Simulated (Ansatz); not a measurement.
Base system: CdSe in the zinc blende structure (space group F-43m, No. 216; a = 6.1963 Å).

(Cell as relaxed with PBE.)

Levels (all Ansatz, a quantum-chemistry and plane-wave program, PAW): PBE (420 eV, no SOC); r2SCAN (500 eV, no SOC).

Each level relaxes its own structure.

```tsv
base	PBE	r2SCAN
volume per atom	29.74 Å³	28.84 Å³
lattice parameter a	6.196 Å	6.133 Å
band gap	0.49 eV	1.04 eV
```

One thing is altered: Br replaces 25.0 % of the Se, ordered in a cell of 8 atoms (starting symmetry I-42m) and fully relaxed.

| quantity | PBE | r2SCAN |
|---|---|---|
| shortest interatomic distance | 2.692 Å | 2.665 Å |
| band gap | zero | zero |

PBE's shortest interatomic distance lies 0.027 Å above r2SCAN's (1.0 %); the two agree on the band gap. Neither level is exact; r2SCAN is the comparison here, not a measurement.

Each cell is one ordered arrangement of few atoms, which overstates ordering effects compared with a random alloy. Stability against distortions was not tested. All final runs are without spin polarisation. An odd electron count without spin: Cd4Se3Br and CdBr.
